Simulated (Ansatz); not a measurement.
# WSO (2H monolayer (Janus)): converging the G0W0 gap

Wanted: a G0W0 gap for WSO (2H monolayer (Janus)) that is converged in bands and cutoff, or an estimate of the limit.

Calculated with Ansatz 0.2.0; G0W0 on PBE, plane waves, PAW; PAW set soft_1.

## 1. The structure

The cell holds 3 atoms: 1 W, 1 O and 1 S. Its edges and angles: a = 3.005 Å, b = 3.005 Å, c = 28.800 Å, α = 90.0°, β = 90.0°, γ = 120.0°. Vacuum lies along c.

The structure was relaxed with PBE. The runs that relaxed it are not among those shown. Spin-orbit coupling is left out unless a step names it. The Coulomb interaction is cut off across the vacuum.

## 2. 71 empty bands, screening to 27 eV

Now the one-shot GW correction: screening in the RPA, then the self-energy of the levels asked for. This step takes PAW set soft_1 files.

input.yaml reads:

```yaml
crystal:
  lattice:
    - [3.0054232082, 0.0, 0.0]
    - [-1.5027116041, 2.6027728474, 0.0]
    - [0.0, 0.0, 28.8]
  atoms:
    - { symbol: W, position: [0.3333333333, 0.6666666667, 0.5081420806] }
    - { symbol: O, position: [0.6666666667, 0.3333333333, 0.5486219072] }
    - { symbol: S, position: [0.6666666667, 0.3333333333, 0.4513780928] }
  periodic: [true, true, false]
kpoints:
  mp_grid: { grid: [6, 6, 1] }
hamiltonian:
  xc: pbe
  pseudopotentials: { kind: paw, azcp: { folder: soft_1 } }
scf:
  occupations: { method: fixed }
gw:
  n_empty_bands: 71
  ecut_chi: 27.0
  qp_bands: [v2, c2]
  qp_kpoints: band_edges
  screening: { model: contour_deformation }
```

Launch:

```console
$ ansatz run input.yaml --threads 4 --pin off --max-ram 17510MiB --backend cpu --events-out ev --progress --plain --runs-dir out
```

Numbers of over 12 decimals in the logs are rounded to 6 here.

What it wrote:

```text
Engine: ansatz 0.2.0, x86_64-unknown-linux-gnu
Pseudopotentials: kind: paw
Pseudopotential: W, paw, valence charge 14, recommended cutoff 420 eV (normal), soft_1/W.paw.azcp
Pseudopotential: O, paw, valence charge 6, recommended cutoff 420 eV (normal), soft_1/O.paw.azcp
Pseudopotential: S, paw, valence charge 6, recommended cutoff 420 eV (normal), soft_1/S.paw.azcp
Functional definition: PBE
  parameter kappa = 0.804
  parameter beta = 0.066725
  exchange = pbe_x(kappa = kappa, mu = beta*pi^2/3)
  correlation = pbe_c(beta = beta)
Crystal: 3 atoms, lattice volume = 225.286 Å³
Basis set: ecut = 420 eV, 4249 PW (Γ)
Bands: 17, of which v1, the nominal top of the filled ones, is band 13 counted from 1 (12 counted from 0)
Symmetry: 6 space group operations
Space group: P3m1 (ITA 156), of the structure as read, at distance tolerance 6.1e-5 Å
k-points: 7 of 36 (time reversal used)
Non-local potential: W, projectors of the file, l = 0: 3, l = 1: 2, l = 2: 2, l = 3: 1
Non-local potential: O, projectors of the file, l = 0: 2, l = 1: 2, l = 2: 1
Non-local potential: S, projectors of the file, l = 0: 2, l = 1: 2, l = 2: 1
PAW form: soft (Blöchl's): semilocal exchange-correlation on the pseudo side does not see the compensation charge
PAW one-centre angular grid: W, 590 points (default); XC on 64 Gauss nodes
PAW one-centre angular grid: O, 110 points (default); XC on 64 Gauss nodes
PAW one-centre angular grid: S, 110 points (default); XC on 64 Gauss nodes
Initial density: superposition of atomic densities (neutral atoms: chi_scale 0, normalization atom)
Initial wavefunctions: pseudopotential atomic-orbital guess
Functional: x = pbe(κ = 0.804, μ = 0.219515), c = pbe(β = 0.066725)
SCF iter   1: F=—  HF=-11858.377556 eV  |F-HF|=—  |Δ(HF+E_count)|=         —  Δρ=5.16e-2  dr2=7.16e0  ethr=3.10e-3  ⟨swp⟩=7.6  Hψ=833  notcnv=0  defer=13
preconditioner: auto → none  [insulator: Δε(μ)=2.196 eV  Ē_g=11.083 eV  n_scr=16 (ndim 8)  ℏωp=10.5 eV  f_vac=0.775  ε∞_Penn≈1.9]
SCF iter   2: F=—  HF=-11860.434424 eV  |F-HF|=—  |Δ(HF+E_count)|=    2.06e0  Δρ=8.97e-2  dr2=4.61e1  ethr=3.10e-3  ⟨swp⟩=7.3  Hψ=540  notcnv=0  defer=14  recentre
SCF iter   3: F=—  HF=-11857.542687 eV  |F-HF|=—  |Δ(HF+E_count)|=    2.89e0  Δρ=2.93e-2  dr2=5.72e0  ethr=3.10e-3  ⟨swp⟩=6.1  Hψ=510  notcnv=0  defer=13
SCF iter   4: F=—  HF=-11856.846927 eV  |F-HF|=—  |Δ(HF+E_count)|=   6.96e-1  Δρ=1.31e-2  dr2=4.46e-1  ethr=3.10e-3  ⟨swp⟩=4.6  Hψ=303  notcnv=0  defer=12
SCF iter   5: F=—  HF=-11856.784390 eV  |F-HF|=—  |Δ(HF+E_count)|=   6.25e-2  Δρ=7.75e-3  dr2=4.76e-2  ethr=1.72e-3  ⟨swp⟩=3.7  Hψ=302  notcnv=0  defer=13
SCF iter   6: F=—  HF=-11856.780408 eV  |F-HF|=—  |Δ(HF+E_count)|=   3.98e-3  Δρ=9.47e-4  dr2=6.72e-3  ethr=1.83e-4  ⟨swp⟩=3.9  Hψ=277  notcnv=0  defer=14
SCF iter   7: F=—  HF=-11856.779484 eV  |F-HF|=—  |Δ(HF+E_count)|=   9.24e-4  Δρ=7.83e-4  dr2=3.31e-3  ethr=2.58e-5  ⟨swp⟩=3.6  Hψ=256  notcnv=0  defer=14
SCF iter   8: F=—  HF=-11856.779046 eV  |F-HF|=—  |Δ(HF+E_count)|=   4.38e-4  Δρ=1.12e-4  dr2=7.79e-5  ethr=1.27e-5  ⟨swp⟩=3.0  Hψ=203  notcnv=0  defer=14
SCF iter   9: F=—  HF=-11856.779042 eV  |F-HF|=—  |Δ(HF+E_count)|=   4.82e-6  Δρ=5.43e-5  dr2=4.37e-6  ethr=2.99e-7  ⟨swp⟩=3.6  Hψ=252  notcnv=0  defer=14
SCF iter  10: F=—  HF=-11856.779042 eV  |F-HF|=—  |Δ(HF+E_count)|=   1.31e-7  Δρ=2.36e-5  dr2=2.26e-6  ethr=1.68e-8  ⟨swp⟩=3.7  Hψ=294  notcnv=0  defer=14
SCF iter  11: F=—  HF=-11856.779041 eV  |F-HF|=—  |Δ(HF+E_count)|=   3.08e-7  Δρ=9.23e-6  dr2=2.94e-7  ethr=8.69e-9  ⟨swp⟩=1.6  Hψ=145  notcnv=0  defer=14
SCF iter  12: F=-11856.779041 eV  HF=-11856.779041 eV  |F-HF|=4.40e-8  |Δ(HF+E_count)|=   2.30e-8  Δρ=1.73e-6  dr2=4.52e-8  ethr=3.85e-10  ⟨swp⟩=12.7  Hψ=782  notcnv=0
SCF 1 converged in 12 iterations: F = -11856.779041 eV  dr2 = 4.52e-8
  greatest PAW one-centre occupation: 0.999 electrons in one spin orbital (limit 2), on the W atom at site 0 (counted from 0), in its partial waves of l = 0
NSCF: frozen V_eff on 7 k-points
G₀W₀ screening: q 1/7
[... further progress lines ...]
SCF converged after 12 iterations
Free energy (F): -11856.779041 eV
Harris-Foulkes:  -11856.779041 eV  (|F-HF|=4.40e-8)
Internal energy: -11856.779041 eV  (E = F + TS)
E sigma→0 (E₀):  -11856.779041 eV
Fermi energy:    -5.611183 eV
--- Per-component energies (eV) ---
  E_band       = -655.952373
  E_kinetic    = 694.722629
  E_local      = -47820.854566  (includes V_loc(G=0)·N_el)
  E_nonlocal   = 61.333743
  E_hartree    = 23513.826042
  E_xc         = -427.848816
  E_vxc        = -404.999109  (∫ρ·V_xc dr)
  E_paw        = -9348.069455  (= ΣΔE_a)
  E_vpaw       = -213.811859  (= ΣTr[D̂ρ^β])
  E_aug_tail   = 0.000891  (compensation charges beyond the density's cutoff)
  E_ewald      = 21470.110490
  E_smearing   = -0.000000  (= −TS)
  E_closure    = -0.000000  (closes the sum)
  Σ components = -11856.779041   (vs F -11856.779041, Δ=0.00e0)
--- Band table (eV; the first three rows and the last of 7) ---
  k-point 0: bands = [... 9 lower, -9.1025, -7.8373, -7.8373, -5.6112, -3.2735, -3.2735, -2.7457, -2.7457]
  k-point 1: bands = [... 9 lower, -9.4380, -8.3977, -8.1494, -6.1939, -3.5708, -3.3060, -3.0152, -2.1725]
  k-point 2: bands = [... 9 lower, -10.5802, -8.5974, -8.1272, -7.1536, -3.5075, -3.1008, -2.2908, -1.2633]
  k-point 6: bands = [... 9 lower, -10.6434, -9.8195, -8.8183, -6.5574, -4.0578, -2.4784, -1.6220, -0.8720]
--- G₀W₀: contour deformation, 6 samples at zero and on the imaginary axis and 2 off it, 36 q-points, 71 empty bands' worth ---
  eigenvalues of the whole cell's RPA ε∞ on this k-mesh (on a slab, of 1 + 4πα/V) = 1.1439, 3.3275, 3.3275; static W/v taken at q = 0 is 0.511640
  bands read: the sum over 84 bands ends inside a degenerate multiplet in 1 slot, whose members it reads at an even weight; the widest, k=0: bands 84 to 85 (counted from 1) at 1/2 each
  gw.qp_kpoints: band_edges: 7 of 7 stored k-points solved, in 1 pass; an edge of the gap read off the rows below is read off those points alone
    ik  band        ε_KS         Σx   Σc(E_QP)       V_xc       Z   E_QP_lin       E_QP  E_QP is
     0    12     -7.8373   -21.0715     2.3859   -18.9123  0.7471    -7.6117    -7.6105  root
     0    13     -5.6112   -20.7834     1.6724   -19.3022  0.7504    -5.4205    -5.4199  root
     0    14     -3.2735   -16.6366    -3.3168   -21.2758  0.7486    -1.8933    -1.9511  root
     0    15     -3.2735   -16.6366    -3.3168   -21.2758  0.7486    -1.8933    -1.9511  root
     1    12     -8.1494   -20.5167     2.4288   -18.2874  0.7442    -7.9510    -7.9499  root
     1    13     -6.1939   -21.4629     1.9972   -19.6680  0.7463    -5.9924    -5.9916  root
     1    14     -3.5708   -14.3206    -3.2425   -18.7585  0.7549    -2.3313    -2.3754  root
     1    15     -3.3060   -16.0769    -3.1840   -20.5564  0.7474    -1.9539    -2.0105  root
     2    12     -8.1272   -20.6153     2.7553   -17.9702  0.7450    -8.0174    -8.0170  root
     2    13     -7.1536   -20.9759     2.3834   -18.7189  0.7387    -7.0276    -7.0272  root
     2    14     -3.5075   -14.0562    -3.4970   -18.7343  0.7520    -2.2805    -2.3264  root
     2    15     -3.1008   -16.2422    -3.5865   -21.1762  0.7451    -1.6869    -1.7533  root
     3    12     -7.9446   -20.8921     2.9550   -17.9903  0.7463    -7.8914    -7.8913  root
     3    13     -6.9486   -20.8926     2.4165   -18.5460  0.7453    -6.8789    -6.8787  root
     3    14     -3.0906   -14.3348    -3.8619   -19.4149  0.7422    -1.8169    -1.8724  root
     3    15     -2.6225   -17.0641    -3.9943   -22.4489  0.7348    -1.1522    -1.2321  root
     4    12     -8.2465   -20.3029     3.0504   -17.1955  0.7383    -8.3035    -8.3034  root
     4    13     -6.8622   -21.4955     2.2898   -19.3914  0.7423    -6.6774    -6.6766  root
     4    14     -3.8170   -14.3135    -3.1827   -18.6688  0.7569    -2.6016    -2.6443  root
     4    15     -2.9707   -15.5923    -3.6702   -20.5593  0.7405    -1.6090    -1.6739  root
     5    12     -8.5885   -21.6673     3.6217   -17.8853  0.7247    -8.7495    -8.7487  root
     5    13     -6.8294   -20.6384     1.9982   -18.8597  0.7489    -6.6108    -6.6098  root
     5    14     -3.5010   -15.4386    -3.3387   -20.0001  0.7477    -2.2284    -2.2782  root
     5    15     -2.6462   -15.4665    -3.9275   -20.7214  0.7395    -1.2491    -1.3188  root
     6    12     -8.8183   -22.6665     3.9357   -18.5406  0.7115    -9.0096    -9.0085  root
     6    13     -6.5574   -20.0562     1.5036   -18.8674  0.7549    -6.2443    -6.2425  root
     6    14     -4.0578   -16.2961    -3.0747   -20.6418  0.7532    -2.7355    -2.7867  root
     6    15     -2.4784   -13.5900    -3.8454   -18.6833  0.7453    -1.1709    -1.2306  root
```

The job ended after 6.7 s (4 threads of Intel Xeon 6975P-C (Granite Rapids), shared host; peak memory 0.72 GiB; 23 s of CPU time).

Numbers from this step:

```
bands summed                                 : 84
plane waves in the screening matrix          : 91
q-points in the mesh                         : 36
G0W0 gap on the mesh                         : 2.633 eV
k of the valence top                         : 0, 0, 0
k of the conduction bottom                   : 0.3333, 0.3333, 0
starting gap on the mesh                     : 1.553 eV
Z at the valence top                         : 0.7504
Z at the conduction bottom                   : 0.7532
least direct G0W0 gap on the computed points : 3.456 eV
```

The gap on the mesh goes from 1.55 eV to 2.63 eV, a correction of +1.08 eV. Between the two edge states, bare exchange in place of the xc potential would open the gap by 5.83 eV, and correlation takes back 4.75 eV.

## 3. 202 empty bands, screening to 54 eV

Bands and screening cutoff are moved together, since each hides the error of the other.

Changes to input.yaml since step 2:

```diff
@@ -18,4 +18,4 @@
 gw:
-  n_empty_bands: 71
-  ecut_chi: 27.0
+  n_empty_bands: 202
+  ecut_chi: 54.0
   qp_bands: [v2, c2]
```

What it wrote:

```text
[...]
Crystal: 3 atoms, lattice volume = 225.286 Å³
Basis set: ecut = 420 eV, 4249 PW (Γ)
Bands: 17, of which v1, the nominal top of the filled ones, is band 13 counted from 1 (12 counted from 0)
Symmetry: 6 space group operations
[...]
k-points: 7 of 36 (time reversal used)
[...]
SCF iter   1: F=—  HF=-11858.377556 eV  |F-HF|=—  |Δ(HF+E_count)|=         —  Δρ=5.16e-2  dr2=7.16e0  ethr=3.10e-3  ⟨swp⟩=7.6  Hψ=833  notcnv=0  defer=13
[...]
SCF iter  12: F=-11856.779041 eV  HF=-11856.779041 eV  |F-HF|=4.40e-8  |Δ(HF+E_count)|=   2.30e-8  Δρ=1.73e-6  dr2=4.52e-8  ethr=3.85e-10  ⟨swp⟩=12.7  Hψ=782  notcnv=0
SCF 1 converged in 12 iterations: F = -11856.779041 eV  dr2 = 4.52e-8
[...]
NSCF: frozen V_eff on 7 k-points
G₀W₀ screening: q 1/7
[... further progress lines ...]
SCF converged after 12 iterations
Free energy (F): -11856.779041 eV
[...]
Internal energy: -11856.779041 eV  (E = F + TS)
E sigma→0 (E₀):  -11856.779041 eV
Fermi energy:    -5.611183 eV
[...]
--- Band table (eV; the first three rows and the last of 7) ---
  k-point 0: bands = [... 9 lower, -9.1025, -7.8373, -7.8373, -5.6112, -3.2735, -3.2735, -2.7457, -2.7457]
  k-point 1: bands = [... 9 lower, -9.4380, -8.3977, -8.1494, -6.1939, -3.5708, -3.3060, -3.0152, -2.1725]
  k-point 2: bands = [... 9 lower, -10.5802, -8.5974, -8.1272, -7.1536, -3.5075, -3.1008, -2.2908, -1.2633]
  k-point 6: bands = [... 9 lower, -10.6434, -9.8195, -8.8183, -6.5574, -4.0578, -2.4784, -1.6220, -0.8720]
[...]
0    12     -7.8373   -21.0715     2.0619   -18.9123  0.7372    -7.9346    -7.9344  root
     0    13     -5.6112   -20.7834     1.4808   -19.3022  0.7402    -5.6115    -5.6115  root
     0    14     -3.2735   -16.6366    -3.6026   -21.2758  0.7375    -2.2067    -2.2369  root
     0    15     -3.2735   -16.6366    -3.6026   -21.2758  0.7375    -2.2067    -2.2369  root
     1    12     -8.1494   -20.5167     2.0834   -18.2874  0.7362    -8.2956    -8.2952  root
     1    13     -6.1939   -21.4629     1.7810   -19.6680  0.7359    -6.2078    -6.2078  root
     1    14     -3.5708   -14.3206    -3.5338   -18.7585  0.7460    -2.6450    -2.6667  root
     1    15     -3.3060   -16.0769    -3.4926   -20.5564  0.7368    -2.2917    -2.3192  root
[...]
6    12     -8.8183   -22.6665     3.8723   -18.5406  0.7016    -9.0737    -9.0719  root
     6    13     -6.5574   -20.0562     1.1432   -18.8674  0.7459    -6.6029    -6.6029  root
     6    14     -4.0578   -16.2961    -3.4632   -20.6418  0.7453    -3.1562    -3.1753  root
     6    15     -2.4784   -13.5900    -4.1282   -18.6833  0.7372    -1.4815    -1.5133  root
```

Elapsed: 19 s, on 4 threads; peak memory 1.5 GiB; 68 s of CPU time.

Numbers from this step:

```yaml
bands_summed: 215
plane_waves_in_the_screening_matrix: 197
q_points_in_the_mesh: 36
g0w0_gap_on_the_mesh: 2.436 eV
k_of_the_valence_top: 0, 0, 0
k_of_the_conduction_bottom: 0.3333, 0.3333, 0
starting_gap_on_the_mesh: 1.553 eV
z_at_the_valence_top: 0.7402
z_at_the_conduction_bottom: 0.7453
least_direct_g0w0_gap_on_the_computed_points: 3.375 eV
```

Against the run with 6×6×1 mesh, 71 empty bands, screening to 27 eV, PAW set soft_1 files, the gap moves by −0.20 eV.

## 4. 436 empty bands, screening to 90 eV

Changes to input.yaml since step 3:

```diff
@@ -17,5 +17,6 @@
   occupations: { method: fixed }
+  convergence: { dr2_threshold: 1.0e-10 }
 gw:
-  n_empty_bands: 202
-  ecut_chi: 54.0
+  n_empty_bands: 436
+  ecut_chi: 90.0
   qp_bands: [v2, c2]
```

What it wrote:

```text
[...]
Crystal: 3 atoms, lattice volume = 225.286 Å³
Basis set: ecut = 420 eV, 4249 PW (Γ)
Bands: 17, of which v1, the nominal top of the filled ones, is band 13 counted from 1 (12 counted from 0)
Symmetry: 6 space group operations
[...]
k-points: 7 of 36 (time reversal used)
[...]
1    15     -3.3060   -16.0770    -3.7308   -20.5565  0.7316    -2.5428    -2.5574  root
[...]
6    12     -8.8183   -22.6662     3.6843   -18.5404  0.6971    -9.2656    -9.2598  root
     6    13     -6.5573   -20.0562     0.8984   -18.8674  0.7419    -6.8493    -6.8477  root
     6    14     -4.0577   -16.2960    -3.7113   -20.6418  0.7397    -3.4142    -3.4234  root
     6    15     -2.4784   -13.5900    -4.3247   -18.6833  0.7332    -1.6905    -1.7098  root
[key lines of the parts left out:]
SCF converged after 15 iterations
Free energy (F): -11856.779041 eV
Fermi energy:    -5.611191 eV
```

It took 93 s on 4 threads; peak memory 3.5 GiB.

This step gave:

```yaml
bands_summed: 449
plane_waves_in_the_screening_matrix: 447
g0w0_gap_on_the_mesh: 2.393 eV
k_of_the_valence_top: 0, 0, 0
k_of_the_conduction_bottom: 0.3333, 0.3333, 0
starting_gap_on_the_mesh: 1.553 eV
least_direct_g0w0_gap_on_the_computed_points: 3.358 eV
```

Against the run with 6×6×1 mesh, 202 empty bands, screening to 54 eV, PAW set soft_1 files, the gap moves by −0.04 eV.

## 5. 802 empty bands, screening to 135 eV

Changes to input.yaml since step 4:

```diff
@@ -17,6 +17,5 @@
   occupations: { method: fixed }
-  convergence: { dr2_threshold: 1.0e-10 }
 gw:
-  n_empty_bands: 436
-  ecut_chi: 90.0
+  n_empty_bands: 802
+  ecut_chi: 135.0
   qp_bands: [v2, c2]
```

What it wrote:

```text
[...]
Crystal: 3 atoms, lattice volume = 225.286 Å³
Basis set: ecut = 420 eV, 4249 PW (Γ)
Bands: 17, of which v1, the nominal top of the filled ones, is band 13 counted from 1 (12 counted from 0)
Symmetry: 6 space group operations
[...]
k-points: 7 of 36 (time reversal used)
[...]
1    15     -3.3060   -16.0769    -3.8997   -20.5564  0.7293    -2.7180    -2.7263  root
[...]
6    12     -8.8183   -22.6665     3.5153   -18.5406  0.6953    -9.4401    -9.4289  root
     6    13     -6.5574   -20.0562     0.7322   -18.8674  0.7402    -7.0181    -7.0140  root
     6    14     -4.0578   -16.2961    -3.8665   -20.6418  0.7368    -3.5735    -3.5786  root
     6    15     -2.4784   -13.5900    -4.4661   -18.6833  0.7319    -1.8391    -1.8513  root
[key lines of the parts left out:]
SCF converged after 12 iterations
Free energy (F): -11856.779041 eV
Fermi energy:    -5.611183 eV
```

It took 5.3 min on 4 threads; peak memory 7.7 GiB; 20 min of CPU time.

This step gave:

```
bands summed                                 : 815
plane waves in the screening matrix          : 769
G0W0 gap on the mesh                         : 2.406 eV
k of the valence top                         : 0, 0, 0
k of the conduction bottom                   : 0.3333, 0.3333, 0
starting gap on the mesh                     : 1.553 eV
least direct G0W0 gap on the computed points : 3.364 eV
```

Against the run with 6×6×1 mesh, 436 empty bands, screening to 90 eV, PAW set soft_1 files, the gap moves by +0.013 eV.

(Continued in part 2 of 2.)

[Paths, hosts, dates, memory and timing lines, banners, echoed tables and standing remarks are left out of the program output.]

[Logs are printed without paths, hosts, clocks, repeated set-up lines and the standing remarks that a program may print on its own settings, such as how far it seeks lower states.]

[Runs of the session that timed out or met a known fault of the program may be left out.]

[Cells called generated may have been cut or substituted from an entry of the Crystallography Open Database or the Materials Project.]

[Hosts, paths, dates, database ids (printed as entryN), source tags and the programs' standing remarks are cut or masked in the printed files.]
